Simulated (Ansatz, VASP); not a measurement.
## Two plane-wave programs on P

```
CELL_PARAMETERS angstrom
-2.33638 2.33638 2.33638
2.33638 -2.33638 2.33638
2.33638 2.33638 -2.33638
ATOMIC_POSITIONS crystal
P 0.00000 0.50000 0.50000
P 0.50000 0.00000 0.50000
P 0.50000 0.50000 0.00000
```

Alike in both runs: functional PBE; k mesh 14 × 14 × 14; occupations gaussian, width 0.1 eV; no spin polarisation.

Ansatz relaxed the structure, and its values are those at the end. VASP's run is a single point on that final structure, the one shown.

|  | VASP | Ansatz |
| --- | --- | --- |
| version | VASP 6.6.1 | Ansatz 0.2.0 |
| potentials or method | VASP PAW PBE potentials, release 64 (P) | scalar-relativistic, plane waves, PAW |
| plane-wave cutoff (eV) | 520 | 420 |
| valence electrons in the cell | 15 | 15 |

VASP gave:

```
gap on the k mesh at the Fermi level (eV) : none
pressure (GPa)                            : -0.2
```

Question: Estimate Ansatz's values.

Answer: gap on the k mesh at the Fermi level (eV): none; pressure (GPa): 0.0.

A gap of «none» marks a metal or a gap that the smearing closes.
